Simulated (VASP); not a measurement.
Here is a VASP 6.6.1 calculation.

INCAR

```
SYSTEM = BeTe
ALGO     = Normal         ! electronic algorithm
EDIFF    = 1E-7           ! SCF threshold, eV
ENCUT    = 520            ! plane-wave cutoff, eV
GGA_COMPAT= .False.      
ISIF     = 2              ! what is computed and relaxed
ISMEAR   = -1             ! smearing method
LASPH    = .True.         ! aspherical terms in the spheres
LCHARG   = .False.        ! write CHGCAR
LORBIT   = 11             ! projections on sites
LREAL    = .False.        ! projectors in reciprocal space
LSORBIT  = .True.         ! spin-orbit coupling
LWAVE    = .False.        ! write WAVECAR
MAGMOM   = 0 0 0 0 0 0    ! initial moments
NBANDS   = 20             ! bands
NELM     = 80             ! most SCF steps
PREC     = Accurate       ! precision mode
SIGMA    = 0.05           ! smearing width, eV
```

The input KPOINTS:

```
k-points
0
Gamma
  6 6 6
  0 0 0
```

Contents of POSCAR:

```
BeTe
1.0
    0.0000000000      2.7700000000      2.7700000000
    2.7700000000      0.0000000000      2.7700000000
    2.7700000000      2.7700000000      0.0000000000
Te Be
1 1
Direct
    0.7500000000      0.7500000000      0.7500000000
    0.0000000000      0.0000000000      0.0000000000
```

Contents of KPOINTS_OPT:

```
path GXWKGLUWLK,UX
15
line-mode
reciprocal
 0.0000000000  0.0000000000  0.0000000000  G
 0.5000000000  0.0000000000  0.5000000000  X

 0.5000000000  0.0000000000  0.5000000000  X
 0.5000000000  0.2500000000  0.7500000000  W

 0.5000000000  0.2500000000  0.7500000000  W
 0.3750000000  0.3750000000  0.7500000000  K

 0.3750000000  0.3750000000  0.7500000000  K
 0.0000000000  0.0000000000  0.0000000000  G

 0.0000000000  0.0000000000  0.0000000000  G
 0.5000000000  0.5000000000  0.5000000000  L

 0.5000000000  0.5000000000  0.5000000000  L
 0.6250000000  0.2500000000  0.6250000000  U

 0.6250000000  0.2500000000  0.6250000000  U
 0.5000000000  0.2500000000  0.7500000000  W

 0.5000000000  0.2500000000  0.7500000000  W
 0.5000000000  0.5000000000  0.5000000000  L

 0.5000000000  0.5000000000  0.5000000000  L
 0.3750000000  0.3750000000  0.7500000000  K

 0.6250000000  0.2500000000  0.6250000000  U
 0.5000000000  0.0000000000  0.5000000000  X
```

Potentials or basis: VASP PAW LDA potentials, release 64 (Te, Be).

Run with:

```sh
$ cat potpaw_LDA.64/Te/POTCAR potpaw_LDA.64/Be/POTCAR > POTCAR
$ mpirun -np 1 vasp_ncl > vasp.out
```

Estimate the pressure.

0.9 GPa.
